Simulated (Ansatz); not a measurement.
Reaction (ligand exchange at the Al–C bond): `[AlH2][CH2][SiH3]` + tert-butanol → `CC(C)(C)[O][AlH2]` + `C[SiH3]`

Program: Ansatz. Geometries: PBE0-D4/def2-TZVP. ΔE: electronic, gas phase. CCSD(T)/CBS adds triple-zeta CCSD(T) − MP2 to the extrapolated MP2 energy (def2 sets, frozen cores). This one scheme is used for every species. DFT in def2-TZVPP. B3LYP here is the variant with VWN-RPA as its local correlation; programs differ in this. HSE06 is defined as in plane-wave codes. Each species was taken in one conformer, which may not be the lowest.

`[AlH2][CH2][SiH3]`:

Cartesian coordinates in Å:
```
Al -1.158 0.751 -1.148
C 0.210 -0.509 -0.569
Si 0.753 -0.270 1.201
H -2.693 0.394 -0.957
H -0.734 2.138 -1.794
H -0.167 -1.533 -0.666
H 1.097 -0.408 -1.205
H -0.408 -0.420 2.123
H 1.303 1.101 1.394
H 1.797 -1.245 1.619
```

`CC(C)(C)O`:

Z-matrix (Å, degrees):
```
C
C 1 1.523
H 1 1.093 2 111.3
H 1 1.092 2 110.2 3 120.5
H 1 1.095 2 110.7 3 -119.7
C 2 1.517 1 110.8 3 -61.9
C 2 1.523 1 110.7 3 61.4
O 2 1.426 1 109.7 3 -177.5
H 6 1.092 2 110.2 1 -178.1
H 6 1.092 2 110.2 1 -58.7
H 6 1.092 2 110.8 1 61.6
H 7 1.093 2 111.3 1 -61.3
H 7 1.092 2 110.2 1 178.2
H 7 1.095 2 110.7 1 58.4
H 8 0.961 2 108.1 1 -60.8
```

`CC(C)(C)[O][AlH2]`:

Cartesian coordinates in Å:
```
C 0.934 1.564 -0.113
C 0.239 0.212 -0.074
C -0.041 -0.282 -1.488
C 1.092 -0.801 0.680
O -0.986 0.392 0.609
Al -2.307 -0.544 1.075
H 1.894 1.499 -0.630
H 1.109 1.926 0.902
H 0.307 2.293 -0.632
H -0.545 -1.252 -1.463
H 0.885 -0.396 -2.057
H -0.681 0.430 -2.015
H 0.592 -1.773 0.714
H 2.062 -0.937 0.198
H 1.262 -0.461 1.704
H -3.447 0.222 1.853
H -2.367 -2.092 0.735
```

`C[SiH3]`:

Cartesian coordinates in Å:
```
C 0.374 -0.197 0.892
Si -0.335 0.176 -0.798
H -0.322 -0.800 1.480
H 0.571 0.726 1.442
H 1.313 -0.748 0.806
H -0.605 -1.083 -1.545
H 0.615 0.996 -1.598
H -1.613 0.929 -0.679
```

```tsv
level	ΔE (kJ/mol)	difference from CCSD(T)/CBS
revPBE-D4	-121.7	5.7
BLYP-D4	-136.1	-8.7
r2SCAN-D4	-129.1	-1.7
r2SCANh-D4	-128.5	-1.1
r2SCAN0-D4	-127.8	-0.4
HSE06-D4	-120.5	6.9
B2PLYP	-133.2	-5.8
PBE-QIDH	-124.3	3.1
B3LYP	-131.8	-4.4
HSE06	-118.5	8.9
BHLYP	-134.5	-7.1
CAM-B3LYP	-134.7	-7.3
HF/def2-SVP	-136.9	-9.5
MP2/def2-TZVPP	-130.8	-3.4
SCS-MP2/def2-TZVPP	-132.9	-5.5
CCSD(T)/def2-TZVPP	-128.7	-1.3
CCSD(T)/CBS	-127.4	0
```

Largest T1 diagnostic among the species: 0.011.

In def2-TZVPP, CCSD(T) changes the Hartree–Fock value by +8.0 kJ/mol (the triples alone add +0.8 kJ/mol) and MP2 by +5.8 kJ/mol. Leaving LDA and LC-ωPBE aside and taking each functional with its dispersion term where it has one, the values, not all of them listed here, spread over 16.5 kJ/mol, from CAM-B3LYP-D4 to HSE06-D4. LDA lies −3.3 kJ/mol from PBE without D4. The D4 term adds −3.4 kJ/mol with B3LYP and −2.1 kJ/mol with PBE0; it sums over pairs of atoms, weighted by their polarisabilities, and B3LYP, whose exchange is more repulsive, gets the larger term.

CCSD(T)/CBS has its own doubt, a few kJ/mol and more with outer-core shells, so smaller differences from it don't rank the levels.
